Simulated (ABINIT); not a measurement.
**AlAs (F-43m): G0W0 in ABINIT against the plane-wave cutoff**

Wanted: the cheapest plane-wave cutoff that holds the gap of AlAs (F-43m).

Program: ABINIT 10.8.3. Level of theory: PBE and many-body steps on it, plane waves. Results are calculated unless marked as measured.

Most raw output is cut from this account.

**1. The starting structure**

The structure is cubic, space group F-43m (No. 216). Conventional cell: a = 5.661 Å, b = 5.661 Å, c = 5.661 Å, α = 90.00°, β = 90.00°, γ = 90.00°. Nearest to Al lie 4 As at 2.45 Å. Nearest to As lie 4 Al at 2.45 Å. Farther neighbours are not listed.

Coordinates:

```cif
data_structure
_symmetry_space_group_name_H-M 'F-43m'
_symmetry_Int_Tables_number 216
_cell_length_a 5.6608
_cell_length_b 5.6608
_cell_length_c 5.6608
_cell_angle_alpha 90.000
_cell_angle_beta 90.000
_cell_angle_gamma 90.000
_cell_volume 181.40
loop_
_atom_site_label
_atom_site_type_symbol
_atom_site_symmetry_multiplicity
_atom_site_Wyckoff_symbol
_atom_site_fract_x
_atom_site_fract_y
_atom_site_fract_z
_atom_site_occupancy
Al1 Al 4 a 0.00000 0.00000 0.00000 1
As1 As 4 d 0.25000 0.25000 0.75000 1
```

The cell and positions come from the Crystallography Open Database and are kept as given unless a step says otherwise.

**2. Empty states on the mesh, 4×4×4 mesh, 308 bands**

This step: ABINIT 10.8.3; DFT, PBE, plane waves, norm-conserving pseudopotentials.

The sums over transitions need many empty states on a uniform mesh; this step solves for them.

run.abi reads:

```
acell 3*1.0 Angstrom
rprim 
  -0.000000000000 2.830400000000 2.830400000000
  2.830400000000 0.000000000000 2.830400000000
  2.830400000000 2.830400000000 0.000000000000
ntypat 2
znucl 13 33
natom 2
typat 1 2
xred 
  0.000000000000 0.000000000000 0.000000000000
  0.250000000000 0.250000000000 0.250000000000
pp_dirpath "pseudos"
pseudos "Al.upf, As.upf"
ecut 38
ngkpt 4 4 4
nshiftk 1
shiftk 0 0 0
kptopt 1
chksymbreak 0
irdden 1
istwfk *1
nband 308
prtvol 0
optdriver 6
gwr_task "HDIAGO"
paral_kgb 0
occopt 1
indata_prefix "in"
outdata_prefix "out"
tmpdata_prefix "tmp"
```

Command:

```bash
$ OMP_NUM_THREADS=1 mpirun -n 8 abinit run.abi > log
```

Elapsed: 16 s, on 8 MPI ranks of AMD EPYC 9R45, shared host; peak memory 5.7 GiB.

This step gave:

```
gap                                                           : 1.436 eV
k of the valence top                                          : 0, 0, 0
k of the conduction bottom                                    : 0.5, 0.5, 0
least direct gap                                              : 2.045 eV
k points computed                                             : 8
lowest point of the top converged band, above the valence top : 187.2228 eV
```

On this mesh the gap is 1.436 eV.

The density comes from a self-consistent run that is not shown.

**3. Empty states on the mesh, 4×4×4 mesh, 90 bands**

Changes to run.abi since step 2:

```diff
@@ -14,3 +14,3 @@
 pseudos "Al.upf, As.upf"
-ecut 38
+ecut 23
 ngkpt 4 4 4
@@ -22,3 +22,3 @@
 istwfk *1
-nband 308
+nband 90
 prtvol 0
```

Run time: 3.1 s. Hardware: 8 MPI ranks; peak memory 1.2 GiB; 23 s of CPU time.

This step gave:

```
gap                                                           : 1.543 eV
k of the valence top                                          : 0, 0, 0
k of the conduction bottom                                    : 0.5, 0.5, 0
least direct gap                                              : 1.881 eV
k points computed                                             : 8
lowest point of the top converged band, above the valence top : 70.4481 eV
```

On this mesh the gap is 1.543 eV.

**4. Empty states on the mesh, 4×4×4 mesh, 90 bands**

Changes to run.abi since step 3:

```diff
@@ -14,3 +14,3 @@
 pseudos "Al.upf, As.upf"
-ecut 23
+ecut 30
 ngkpt 4 4 4
```

It took 6 s on 8 MPI ranks; peak memory 2.9 GiB.

This step gave:

* gap: 1.449 eV
* k of the valence top: 0, 0, 0
* k of the conduction bottom: 0.5, 0.5, 0
* least direct gap: 2.033 eV
* k points computed: 8
* lowest point of the top converged band, above the valence top: 70.2440 eV

On this mesh the gap is 1.449 eV.

**5. Empty states on the mesh, 4×4×4 mesh, 90 bands**

Changes to run.abi since step 4:

```diff
@@ -14,3 +14,3 @@
 pseudos "Al.upf, As.upf"
-ecut 30
+ecut 48
 ngkpt 4 4 4
@@ -20,2 +20,3 @@
 chksymbreak 0
+iscf -2
 irdden 1
@@ -23,7 +24,6 @@
 nband 90
+nbdbuf 8
+tolwfr 1e-09
+nstep 60
 prtvol 0
-optdriver 6
-gwr_task "HDIAGO"
-paral_kgb 0
-occopt 1
 indata_prefix "in"
```

Run time: 9.7 s. Hardware: 8 MPI ranks; peak memory 0.7 GiB.

Numbers from this step:

- gap: 1.436 eV
- k of the valence top: 0, 0, 0
- k of the conduction bottom: 0.5, 0.5, 0
- least direct gap: 2.045 eV
- k points computed: 8
- lowest point of the top converged band, above the valence top: 70.1716 eV

On this mesh the gap is 1.436 eV.

**6. Screening, 4×4×4 mesh, 82 bands, screening to 163.3 eV**

The RPA dielectric matrix is built and inverted for each q.

This step: RPA screening on PBE, plane waves, norm-conserving pseudopotentials.

Changes to run.abi since step 5:

```diff
@@ -14,3 +14,3 @@
 pseudos "Al.upf, As.upf"
-ecut 48
+ecut 23
 ngkpt 4 4 4
@@ -20,10 +20,11 @@
 chksymbreak 0
-iscf -2
-irdden 1
 istwfk *1
-nband 90
-nbdbuf 8
-tolwfr 1e-09
-nstep 60
-prtvol 0
+occopt 1
+irdwfk 1
+optdriver 3
+nband 82
+ecuteps 6
+inclvkb 2
+awtr 1
+symchi 1
 indata_prefix "in"
```

Run time: 3.5 s. Hardware: 8 MPI ranks; peak memory 0.93 GiB; 26 s of CPU time.

This step gave:

* ε∞ with local fields, on this mesh, along the program's q direction: 14.28
* the same without local fields: 15.97
* plasma frequency: 23.39 eV
* plane waves in the screening matrix: 181

Local fields lower ε∞ by 11 %. On a Γ-centred mesh this coarse the value itself is usually too large, while a short band sum pulls it down.

**7. 23 Ha**

This step: G0W0 on PBE, plane waves, norm-conserving pseudopotentials.

Changes to run.abi since step 6:

```diff
@@ -23,8 +23,17 @@
 irdwfk 1
-optdriver 3
+optdriver 4
 nband 82
+gwcalctyp 0
+ecutsigx 23
+symsigma 1
+nkptgw 2
+kptgw 
+  0.0000000000 0.0000000000 0.0000000000
+  0.5000000000 0.5000000000 0.0000000000
+bdgw 
+  7 13
+  8 11
 ecuteps 6
-inclvkb 2
-awtr 1
-symchi 1
+irdscr 1
+ppmodel 1
 indata_prefix "in"
```

It took 2.9 s on 8 MPI ranks; peak memory 0.13 GiB; 21 s of CPU time.

Numbers from this step:

- G0W0 gap on the points computed: 2.533 eV
- starting gap on the mesh: 1.543 eV
- k of the valence top: 0, 0, 0
- k of the conduction bottom: 0.5, 0.5, 0
- Z at the valence top: 0.785
- Z at the conduction bottom: 0.802
- least direct G0W0 gap on the computed points: 2.938 eV

**8. Screening, 4×4×4 mesh, 82 bands, screening to 163.3 eV**

This step: RPA screening on PBE, plane waves, norm-conserving pseudopotentials.

Changes to run.abi since step 7:

```diff
@@ -14,3 +14,3 @@
 pseudos "Al.upf, As.upf"
-ecut 23
+ecut 30
 ngkpt 4 4 4
@@ -23,17 +23,8 @@
 irdwfk 1
-optdriver 4
+optdriver 3
 nband 82
-gwcalctyp 0
-ecutsigx 23
-symsigma 1
-nkptgw 2
-kptgw 
-  0.0000000000 0.0000000000 0.0000000000
-  0.5000000000 0.5000000000 0.0000000000
-bdgw 
-  7 13
-  8 11
 ecuteps 6
-irdscr 1
-ppmodel 1
+inclvkb 2
+awtr 1
+symchi 1
 indata_prefix "in"
```

Run time: 4.8 s. Hardware: 8 MPI ranks; peak memory 1.1 GiB.

This step gave:

| Property | Result |
| --- | --- |
| ε∞ with local fields, on this mesh, along the program's q direction | 14.21 |
| the same without local fields | 15.95 |
| plasma frequency | 23.39 eV |
| plane waves in the screening matrix | 181 |

**9. 30 Ha**

The self-energy is evaluated for the states that the input lists, and the levels follow from it, in one-shot runs by the linearised quasiparticle equation.

This step: G0W0 on PBE, plane waves, norm-conserving pseudopotentials.

Changes to run.abi since step 8:

```diff
@@ -23,8 +23,17 @@
 irdwfk 1
-optdriver 3
+optdriver 4
 nband 82
+gwcalctyp 0
+ecutsigx 30
+symsigma 1
+nkptgw 2
+kptgw 
+  0.0000000000 0.0000000000 0.0000000000
+  0.5000000000 0.5000000000 0.0000000000
+bdgw 
+  7 13
+  8 11
 ecuteps 6
-inclvkb 2
-awtr 1
-symchi 1
+irdscr 1
+ppmodel 1
 indata_prefix "in"
```

The job ended after 3 s (8 MPI ranks; peak memory 0.83 GiB).

Numbers from this step:

```yaml
g0w0_gap_on_the_points_computed: 2.418 eV
starting_gap_on_the_mesh: 1.449 eV
k_of_the_valence_top: 0, 0, 0
k_of_the_conduction_bottom: 0.5, 0.5, 0
z_at_the_valence_top: 0.783
z_at_the_conduction_bottom: 0.801
least_direct_g0w0_gap_on_the_computed_points: 3.070 eV
```

The gap on the mesh goes from 1.45 eV to 2.42 eV, a correction of +0.97 eV.

**10. Screening, 4×4×4 mesh, 82 bands, screening to 163.3 eV**

This step: RPA screening on PBE, plane waves, norm-conserving pseudopotentials.

Changes to run.abi since step 9:

```diff
@@ -14,3 +14,3 @@
 pseudos "Al.upf, As.upf"
-ecut 30
+ecut 38
 ngkpt 4 4 4
@@ -23,17 +23,8 @@
 irdwfk 1
-optdriver 4
+optdriver 3
 nband 82
-gwcalctyp 0
-ecutsigx 30
-symsigma 1
-nkptgw 2
-kptgw 
-  0.0000000000 0.0000000000 0.0000000000
-  0.5000000000 0.5000000000 0.0000000000
-bdgw 
-  7 13
-  8 11
 ecuteps 6
-irdscr 1
-ppmodel 1
+inclvkb 2
+awtr 1
+symchi 1
 indata_prefix "in"
```

Run time: 5.2 s. Hardware: 8 MPI ranks; peak memory 1.3 GiB.

This step gave:

| Item | Value |
| --- | --- |
| ε∞ with local fields, on this mesh, along the program's q direction | 14.25 |
| the same without local fields | 16.00 |
| plasma frequency | 23.39 eV |
| plane waves in the screening matrix | 181 |

**11. 38 Ha**

This step: G0W0 on PBE, plane waves, norm-conserving pseudopotentials.

Changes to run.abi since step 10:

```diff
@@ -23,8 +23,17 @@
 irdwfk 1
-optdriver 3
+optdriver 4
 nband 82
+gwcalctyp 0
+ecutsigx 38
+symsigma 1
+nkptgw 2
+kptgw 
+  0.0000000000 0.0000000000 0.0000000000
+  0.5000000000 0.5000000000 0.0000000000
+bdgw 
+  7 13
+  8 11
 ecuteps 6
-inclvkb 2
-awtr 1
-symchi 1
+irdscr 1
+ppmodel 1
 indata_prefix "in"
```

It took 3.3 s on 8 MPI ranks; peak memory 1.3 GiB; 25 s of CPU time.

Numbers from this step:

```yaml
g0w0_gap_on_the_points_computed: 2.404 eV
starting_gap_on_the_mesh: 1.436 eV
k_of_the_valence_top: 0, 0, 0
k_of_the_conduction_bottom: 0.5, 0.5, 0
least_direct_g0w0_gap_on_the_computed_points: 3.079 eV
```

Against the run before, the gap moves by −0.014 eV.

**12. Screening, 4×4×4 mesh, 82 bands, screening to 163.3 eV**

This step: RPA screening on PBE, plane waves, norm-conserving pseudopotentials.

Changes to run.abi since step 11:

```diff
@@ -14,3 +14,3 @@
 pseudos "Al.upf, As.upf"
-ecut 38
+ecut 48
 ngkpt 4 4 4
@@ -23,17 +23,8 @@
 irdwfk 1
-optdriver 4
+optdriver 3
 nband 82
-gwcalctyp 0
-ecutsigx 38
-symsigma 1
-nkptgw 2
-kptgw 
-  0.0000000000 0.0000000000 0.0000000000
-  0.5000000000 0.5000000000 0.0000000000
-bdgw 
-  7 13
-  8 11
 ecuteps 6
-irdscr 1
-ppmodel 1
+inclvkb 2
+awtr 1
+symchi 1
 indata_prefix "in"
```

Wall time 5.4 s (8 MPI ranks); peak memory 1.5 GiB.

This step gave:

* ε∞ with local fields, on this mesh, along the program's q direction: 14.26
* the same without local fields: 16.01
* plasma frequency: 23.39 eV
* plane waves in the screening matrix: 181

**13. 48 Ha**

This step: G0W0 on PBE, plane waves, norm-conserving pseudopotentials.

Changes to run.abi since step 12:

```diff
@@ -23,8 +23,17 @@
 irdwfk 1
-optdriver 3
+optdriver 4
 nband 82
+gwcalctyp 0
+ecutsigx 48
+symsigma 1
+nkptgw 2
+kptgw 
+  0.0000000000 0.0000000000 0.0000000000
+  0.5000000000 0.5000000000 0.0000000000
+bdgw 
+  7 13
+  8 11
 ecuteps 6
-inclvkb 2
-awtr 1
-symchi 1
+irdscr 1
+ppmodel 1
 indata_prefix "in"
```

Elapsed: 3.4 s, on 8 MPI ranks; peak memory 1.4 GiB.

This step gave:

- G0W0 gap on the points computed: 2.403 eV
- starting gap on the mesh: 1.436 eV
- k of the valence top: 0, 0, 0
- k of the conduction bottom: 0.5, 0.5, 0
- least direct G0W0 gap on the computed points: 3.08 eV

Against the run before, the gap moves by −0.001 eV.

**14. Side by side**

Times are wall times on 8 MPI ranks of AMD EPYC 9R45, shared host, good to a factor of about two. A run's time includes the screening step that it read.

```
  run   mesh  bands  screening cutoff (eV)  DFT gap (eV)  gap on the mesh (eV)  direct (eV)  ε∞ used   time
23 Ha  4×4×4     82                  163.3         1.543                 2.533        2.938    14.28  6.3 s
30 Ha  4×4×4     82                  163.3         1.449                 2.418        3.070    14.21  7.8 s
38 Ha  4×4×4     82                  163.3         1.436                 2.404        3.079    14.25  8.6 s
48 Ha  4×4×4     82                  163.3         1.436                 2.403        3.080    14.26  8.8 s
```

**15. What came out**

```json
{"23 Ha": "2.533 eV", "30 Ha": "2.418 eV", "38 Ha": "2.404 eV", "48 Ha": "2.403 eV", "known limits": "not at the basis limit; exchange with frozen shells missing; no spin-orbit coupling; coarse k mesh"}
```

What this shows: The setting moved: plane-wave cutoff. From 23 Ha to 48 Ha the gap moves by −0.13 eV. It holds to 0.03 eV from 30 Ha on. Bands and screening cutoff are coupled, so a series along one setting does not show full convergence. Bands and cutoff are finite, so the gap is not at the basis limit. The miss can reach some tenths of an eV and take either sign; the mesh is an error of its own. In the G0W0 runs levels were corrected at 2 k points alone, so a gap called «on the mesh» is the least over those, and an edge elsewhere would be missed. The 4×4×4 mesh is coarse for this cell, which bears on the long-range parts of exchange and screening. The norm-conserving file of at least one element keeps a d shell over frozen s and p shells of the same row. Exchange with those shells is missing from the self-energy, an error of 0.3 to 0.9 eV in cases checked, whose sign depends on which edge lies on those atoms. The many-body steps are scalar-relativistic: spin-orbit coupling is not in them.

[Paths, hosts, dates, memory and timing lines, banners, echoed tables and standing remarks are left out of the program output.]

[Logs are printed without paths, hosts, clocks, repeated set-up lines and the standing remarks that a program may print on its own settings, such as how far it seeks lower states.]

[Runs of the session that timed out or met a known fault of the program may be left out.]

[Hosts, paths, dates, database ids (printed as entryN), source tags and the programs' standing remarks are cut or masked in the printed files.]

[G0W0 gaps are taken among the corrected bands and points alone; a level outside them can change the order at an edge.]

[Where Ansatz stands beside ABINIT at settings called matched, ABINIT's density can come from a denser mesh and the files from another edition; pairs whose starting gaps differed by over 0.03 eV were left out, so agreement reads better than it is.]
